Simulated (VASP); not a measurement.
# MnS (Fm-3m) in VASP: a series of runs

The runs below take MnS through single point, with PBEsol+U.

Everything below comes from runs of VASP 6.6.1. Logs are shortened: lines on timing, memory, paths and dates and some standing lists are left out, and cuts for length are marked.

## Step 1: Starting point

It takes space group Fm-3m (No. 225, cubic). Conventional cell: a = 5.224 Å, b = 5.224 Å, c = 5.224 Å, α = 90.00°, β = 90.00°, γ = 90.00°. Mn (site symmetry m-3m) is surrounded by 6 S at 2.61 Å. Around S (site symmetry m-3m) lie 6 Mn at 2.61 Å.

## Step 2: Single point, PBEsol+U, collinear spin, typed start

File INCAR:

```
SYSTEM = MnS
PREC     = Accurate       ! precision mode
ENCUT    = 520            ! plane-wave cutoff, eV
EDIFF    = 1E-6           ! SCF threshold, eV
ISMEAR   = 0              ! smearing method
SIGMA    = 0.05           ! smearing width, eV
LREAL    = .FALSE.        ! projectors in reciprocal space
LASPH    = .TRUE.         ! aspherical terms in the spheres
NELM     = 150            ! most SCF steps
ALGO     = Normal         ! electronic algorithm
ISIF     = 2              ! what is computed and relaxed
LWAVE    = .FALSE.        ! write WAVECAR
LCHARG   = .TRUE.         ! write CHGCAR
ISPIN    = 2              ! spin polarisation
MAGMOM   = 5 5 0 0        ! initial moments
LORBIT   = 11             ! projections on sites
LMAXMIX  = 4              ! l up to which the mixer works
LDAU     = .TRUE.         ! DFT+U
LDAUTYPE = 2            
LDAUL    = 2 -1           ! shell
LDAUU    = 7 0            ! U, eV
LDAUJ    = 0 0          
LDAUPRINT= 1            
GGA      = PS             ! functional
LELF     = .TRUE.         ! ELF
LVHAR    = .TRUE.       
NBANDS   = 31             ! bands
```

File KPOINTS:

```
Automatic mesh
0
G
  6 6 6
  0 0 0
```

File POSCAR:

```
MnS
1.0
    0.0000000000      2.6122498900      2.6122498900
    5.2244997800      2.6122498900      2.6122498900
    5.2244997800      5.2244997800      0.0000000000
Mn S
2 2
Direct
    0.0000000000      0.0000000000      0.0000000000
    0.0000000000      0.0000000000      0.5000000000
    0.5000000000      0.5000000000      0.0000000000
    0.5000000000      0.5000000000      0.5000000000
```

Potentials or basis: VASP PAW PBE potentials, release 64 (Mn_pv, S).

On the command line:

```sh
> cat potpaw_PBE.64/Mn_pv/POTCAR potpaw_PBE.64/S/POTCAR > POTCAR
> mpirun -np 1 vasp_std > vasp.out
```

OUTCAR:

```text
SYSTEM = MnS
   PREC = Accurate
   ENCUT = 520
   EDIFF = 1E-6
   ISMEAR = 0
   LREAL = .FALSE.
   LASPH = .TRUE.
   NELM = 150
   ISIF = 2
   ISPIN = 2
   LORBIT = 11
   GGA = PS

 ion  position               nearest neighbor table
   1  0.000  0.000  0.000-   4 2.61   3 2.61   4 2.61   3 2.61   4 2.61   4 2.61
   2  0.000  0.000  0.500-   3 2.61   3 2.61   4 2.61   4 2.61   3 2.61   3 2.61
   3  0.500  0.500  0.000-   2 2.61   1 2.61   2 2.61   1 2.61   2 2.61   2 2.61
   4  0.500  0.500  0.500-   1 2.61   1 2.61   2 2.61   2 2.61   1 2.61   1 2.61

  LATTYP: Found a simple tetragonal cell.
 ALAT       =     3.6942792227
 C/A-ratio  =     1.4142135624

  Lattice vectors:

 A1 = (   0.0000000000,  -2.6122498900,   2.6122498900)
 A2 = (   0.0000000000,  -2.6122498900,  -2.6122498900)
 A3 = (   5.2244997800,   0.0000000000,   0.0000000000)

Analysis of symmetry for initial positions (statically):
=====================================================================
 Subroutine PRICEL returns following result:

  LATTYP: Found a face centered cubic cell.
 ALAT       =     5.2244997800
[... 12 lines left out ...]
 Subroutine GETGRP returns: Found 16 space group operations
 (whereof 16 operations were pure point group operations)
 out of a pool of 16 trial point group operations.

The static configuration has the point symmetry D_4h.

Analysis of symmetry for dynamics (positions and initial velocities):
=====================================================================
 Subroutine PRICEL returns following result:

  LATTYP: Found a face centered cubic cell.
 ALAT       =     5.2244997800
[... 12 lines left out ...]
 Subroutine GETGRP returns: Found 16 space group operations
 (whereof 16 operations were pure point group operations)
 out of a pool of 16 trial point group operations.

The dynamic configuration has the point symmetry D_4h.

Analysis of structural, dynamic, and magnetic symmetry:
=====================================================================
 Subroutine PRICEL returns following result:

  LATTYP: Found a face centered cubic cell.
 ALAT       =     5.2244997800
[... 12 lines left out ...]
 Subroutine GETGRP returns: Found 16 space group operations
 (whereof 16 operations were pure point group operations)
 out of a pool of 16 trial point group operations.

The overall configuration has the point symmetry D_4h.

 Subroutine INISYM returns: Found 16 space group operations
 (whereof 16 operations are pure point group operations),
 and found     2 'primitive' translations

----------------------------------------------------------------------------------------

                                     Primitive cell

  volume of cell :      35.6512

  direct lattice vectors                    reciprocal lattice vectors
    -2.612249890  2.612249890 -0.000000000    -0.191405884  0.191405884 -0.191405884
    -2.612249890  0.000000000  2.612249890    -0.191405884 -0.191405884  0.191405884
     0.000000000  2.612249890  2.612249890     0.191405884  0.191405884  0.191405884

  length of vectors
     3.694279223  3.694279223  3.694279223     0.331524716  0.331524716  0.331524716

  position of ions in fractional coordinates (direct lattice)
     0.000000000  0.000000000  0.000000000
     0.500000000  0.500000000  0.500000000

  ion indices of the primitive-cell ions
   primitive index   ion index
                 1           1
                 2           3

[... 133 lines left out ...]
 -0.0000 -0.0000  0.0000 -0.0000  0.0563

 occupancies and eigenvectors

  o =  0.0110  v =  0.0000  0.0000  0.0000  0.0000  0.0000 -0.0000 -1.0000  0.0000  0.0000 -0.0000      0.0000  0.0000  0.0000  0.0000  0.0000  0.0000  0.0000  0.0000  0.0000  0.0000
  o =  0.0111  v =  0.0000  0.0000  0.0000  0.0000  0.0000  0.9997  0.0000  0.0000  0.0240  0.0000      0.0000  0.0000  0.0000  0.0000  0.0000  0.0000  0.0000  0.0000  0.0000  0.0000
  o =  0.0111  v =  0.0000  0.0000  0.0000  0.0000  0.0000  0.0240 -0.0000 -0.0000 -0.9997 -0.0000      0.0000  0.0000  0.0000  0.0000  0.0000  0.0000  0.0000  0.0000  0.0000  0.0000
  o =  0.0563  v =  0.0000  0.0000  0.0000  0.0000  0.0000  0.0000 -0.0000  0.5000 -0.0000 -0.8660      0.0000  0.0000  0.0000  0.0000  0.0000  0.0000  0.0000  0.0000  0.0000  0.0000
  o =  0.0564  v =  0.0000  0.0000  0.0000  0.0000  0.0000 -0.0000  0.0000  0.8660  0.0000  0.5000      0.0000  0.0000  0.0000  0.0000  0.0000  0.0000  0.0000  0.0000  0.0000  0.0000
  o =  0.9427  v =  0.0000 -1.0000  0.0000 -0.0000 -0.0000  0.0000  0.0000  0.0000  0.0000  0.0000      0.0000  0.0000  0.0000  0.0000  0.0000  0.0000  0.0000  0.0000  0.0000  0.0000
  o =  0.9427  v =  1.0000  0.0000  0.0000  0.0000  0.0000  0.0000  0.0000  0.0000  0.0000  0.0000      0.0000  0.0000  0.0000  0.0000  0.0000  0.0000  0.0000  0.0000  0.0000  0.0000
  o =  0.9427  v =  0.0000  0.0000 -0.0000 -1.0000  0.0000  0.0000  0.0000  0.0000  0.0000  0.0000      0.0000  0.0000  0.0000  0.0000  0.0000  0.0000  0.0000  0.0000  0.0000  0.0000
  o =  0.9648  v =  0.0000  0.0000  0.5000 -0.0000 -0.8660  0.0000  0.0000  0.0000  0.0000  0.0000      0.0000  0.0000  0.0000  0.0000  0.0000  0.0000  0.0000  0.0000  0.0000  0.0000
  o =  0.9650  v =  0.0000  0.0000  0.8660 -0.0000  0.5000  0.0000  0.0000  0.0000  0.0000  0.0000      0.0000  0.0000  0.0000  0.0000  0.0000  0.0000  0.0000  0.0000  0.0000  0.0000

atom =   2  type =  1  l = 2

 onsite density matrix

spin component  1

  0.9427  0.0000  0.0000 -0.0000  0.0000
  0.0000  0.9427  0.0000 -0.0000  0.0000
  0.0000  0.0000  0.9649 -0.0000  0.0001
 -0.0000 -0.0000 -0.0000  0.9427  0.0000
  0.0000  0.0000  0.0001  0.0000  0.9649

spin component  2

  0.0111 -0.0000 -0.0000 -0.0000 -0.0000
 -0.0000  0.0110 -0.0000  0.0000 -0.0000
 -0.0000 -0.0000  0.0563  0.0000  0.0000
 -0.0000  0.0000  0.0000  0.0111  0.0000
 -0.0000 -0.0000  0.0000  0.0000  0.0563

 occupancies and eigenvectors

  o =  0.0110  v =  0.0000  0.0000  0.0000  0.0000  0.0000 -0.0000 -1.0000 -0.0000 -0.0000 -0.0000      0.0000  0.0000  0.0000  0.0000  0.0000  0.0000  0.0000  0.0000  0.0000  0.0000
  o =  0.0111  v =  0.0000  0.0000  0.0000  0.0000  0.0000 -0.0232  0.0000 -0.0000 -0.9997 -0.0000      0.0000  0.0000  0.0000  0.0000  0.0000  0.0000  0.0000  0.0000  0.0000  0.0000
  o =  0.0111  v =  0.0000  0.0000  0.0000  0.0000  0.0000  0.9997 -0.0000  0.0000 -0.0232  0.0000      0.0000  0.0000  0.0000  0.0000  0.0000  0.0000  0.0000  0.0000  0.0000  0.0000
  o =  0.0563  v =  0.0000  0.0000  0.0000  0.0000  0.0000  0.0000  0.0000  0.5000  0.0000 -0.8660      0.0000  0.0000  0.0000  0.0000  0.0000  0.0000  0.0000  0.0000  0.0000  0.0000
  o =  0.0564  v =  0.0000  0.0000  0.0000  0.0000  0.0000 -0.0000 -0.0000  0.8660 -0.0000  0.5000      0.0000  0.0000  0.0000  0.0000  0.0000  0.0000  0.0000  0.0000  0.0000  0.0000
  o =  0.9427  v =  0.0000 -1.0000 -0.0000 -0.0000 -0.0000  0.0000  0.0000  0.0000  0.0000  0.0000      0.0000  0.0000  0.0000  0.0000  0.0000  0.0000  0.0000  0.0000  0.0000  0.0000
  o =  0.9427  v =  0.0000  0.0000  0.0000 -1.0000 -0.0000  0.0000  0.0000  0.0000  0.0000  0.0000      0.0000  0.0000  0.0000  0.0000  0.0000  0.0000  0.0000  0.0000  0.0000  0.0000
  o =  0.9427  v =  1.0000  0.0000  0.0000  0.0000  0.0000  0.0000  0.0000  0.0000  0.0000  0.0000      0.0000  0.0000  0.0000  0.0000  0.0000  0.0000  0.0000  0.0000  0.0000  0.0000
  o =  0.9648  v =  0.0000 -0.0000  0.5000  0.0000 -0.8660  0.0000  0.0000  0.0000  0.0000  0.0000      0.0000  0.0000  0.0000  0.0000  0.0000  0.0000  0.0000  0.0000  0.0000  0.0000
  o =  0.9650  v =  0.0000 -0.0000  0.8660  0.0000  0.5000  0.0000  0.0000  0.0000  0.0000  0.0000      0.0000  0.0000  0.0000  0.0000  0.0000  0.0000  0.0000  0.0000  0.0000  0.0000

 number of electron      37.9999988 magnetization       9.9999995

 Free energy of the ion-electron system (eV)
  ---------------------------------------------------
  ext. energy  EPLUGINS =         0.00000000
  ---------------------------------------------------
  free energy    TOTEN  =       -26.17283287 eV

  energy without entropy =      -26.17283287  energy(sigma->0) =      -26.17283287

 E-fermi :   6.3091     XC(G=0): -10.7195

 val. band max:        5.9226514183   @ k =   0.5000   0.0000   0.0000
 cond. band min:       7.1712256408   @ k =   0.5000   0.5000   0.0000
 fundamental gap:      1.2485742224
 Fermi energy:         6.3090585865

 spin component 1

 k-point     1 :       0.0000    0.0000    0.0000
  band No.  band energies     occupation
      1     -44.3246      1.00000
      2     -44.3204      1.00000
      3     -44.3204      1.00000
      4     -44.3175      1.00000
      5     -44.3174      1.00000
      6     -44.3174      1.00000
[... 1625 lines left out ...]
     30      15.0203      0.00000
     31      15.8756      0.00000

 [... further k-points ...]
[... 5 lines left out ...]
  --------------------------------------------------------------------------------------
  -------------------------------------------------------------------------------------
  Total        0.7713182      0.7968787      0.7968787      0.0000000      0.0000000      0.0000000
  in kB       17.3316533     17.9060036     17.9060036      0.0000000      0.0000000      0.0000000
  external PRESSURE =      17.7145535 kB  Pullay stress =       0.0000000 kB

 VOLUME and BASIS-vectors are now :
 -----------------------------------------------------------------------------
  energy-cutoff  :      520.00
  volume of cell :       71.30
      direct lattice vectors                 reciprocal lattice vectors
     0.000000000  2.612249890  2.612249890    -0.191405884  0.191405884  0.191405884
     5.224499780  2.612249890  2.612249890     0.191405884 -0.191405884  0.191405884
     5.224499780  5.224499780  0.000000000     0.000000000  0.191405884 -0.191405884

 POSITION                                       TOTAL-FORCE (eV/Angst)
 -----------------------------------------------------------------------------------
      0.00000      0.00000      0.00000        -0.000000      0.000000     -0.000000
      2.61225      2.61225      0.00000        -0.000000      0.000000     -0.000000
      2.61225      2.61225      2.61225         0.000000     -0.000000     -0.000000
      5.22450      5.22450      2.61225         0.000000      0.000000      0.000000
 -----------------------------------------------------------------------------------
    total drift:                                0.000000      0.000000      0.000000

  FREE ENERGIE OF THE ION-ELECTRON SYSTEM (eV)
  ---------------------------------------------------
  free  energy   TOTEN  =       -26.1728328661 eV

  energy  without entropy=      -26.1728328661  energy(sigma->0) =      -26.17283287

 total charge

# of ion       s       p       d       tot
------------------------------------------
    1        0.222   6.175   4.886  11.283
    2        0.222   6.175   4.886  11.283
    3        1.314   2.451   0.000   3.765
    4        1.314   2.451   0.000   3.765
--------------------------------------------------
tot          3.072  17.252   9.772  30.096

 magnetization (x)

# of ion       s       p       d       tot
------------------------------------------
    1        0.045   0.037   4.601   4.683
    2        0.045   0.037   4.601   4.683
    3        0.015   0.024   0.000   0.039
    4        0.015   0.024   0.000   0.039
--------------------------------------------------
tot          0.119   0.121   9.203   9.443
```

It took 2.3 min on 1 thread of Intel Xeon 6975P-C (Granite Rapids), shared host; peak memory 0.38 GiB.

What came out:

```yaml
Free_energy: -26.1728 eV
Pressure: 1.8 GPa
Band_gap_on_the_k_mesh: 1.25 eV
Net_moment: 10.00 μB per cell
Site_moments: Mn +4.68; S +0.04 μB
Valence_electrons_inside_the_program's_atomic_spheres: Mn 11.28; S 3.77
```

Levels at points of the mesh, in eV from the valence-band top:
Spin up:
```tsv
k point	band 22	band 23	band 24	band 25	band 26	band 27
(0.00, 0.00, 0.00)	-1.03	-1.03	-1.03	1.25	2.19	5.18
(0.50, 0.00, 0.00)	0.00	0.00	0.00	3.29	3.29	5.86
(0.50, 0.50, 0.00)	-2.71	-2.71	-2.71	1.25	1.25	5.18
(0.00, 0.00, 0.50)	-2.70	-0.19	-0.19	4.62	4.62	6.65
(0.50, 0.00, 0.50)	-3.74	-2.81	-2.81	4.44	4.44	7.10
(0.00, 0.50, 0.50)	-1.76	-1.76	-1.76	4.00	4.00	6.16
```
Spin down:
| k point | band 11 | band 12 | band 13 | band 14 | band 15 | band 16 | band 17 | band 18 |
| --- | --- | --- | --- | --- | --- | --- | --- | --- |
| (0.00, 0.00, 0.00) | -2.43 | -0.87 | -0.87 | -0.87 | 1.49 | 2.75 | 3.24 | 3.36 |
| (0.50, 0.00, 0.00) | -2.03 | -2.03 | -2.03 | -2.03 | 3.85 | 3.85 | 4.96 | 4.96 |
| (0.50, 0.50, 0.00) | -2.43 | -2.43 | -2.43 | -2.43 | 1.49 | 1.49 | 2.75 | 2.75 |
| (0.00, 0.00, 0.50) | -3.17 | -3.17 | -2.01 | -2.01 | 4.08 | 4.08 | 4.48 | 4.48 |
| (0.50, 0.00, 0.50) | -3.98 | -3.98 | -3.23 | -3.23 | 3.69 | 3.69 | 4.12 | 4.12 |
| (0.00, 0.50, 0.50) | -1.82 | -1.82 | -1.82 | -1.82 | 2.30 | 2.30 | 3.84 | 3.84 |

Eigenvalues of the final occupation matrices:
| site | spin | trace | eigenvalues |
| --- | --- | --- | --- |
| site 1 d | 1 | 4.76 | 0.94 0.94 0.94 0.96 0.96 |
| site 1 d | 2 | 0.15 | 0.01 0.01 0.01 0.06 0.06 |
| site 2 d | 1 | 4.76 | 0.94 0.94 0.94 0.96 0.96 |
| site 2 d | 2 | 0.15 | 0.01 0.01 0.01 0.06 0.06 |

Caveat: the PAW data sets were made with another functional, which shifts forces and pressure a little. A k mesh can miss the band edges.

(Part 1 of 2 ends here.)
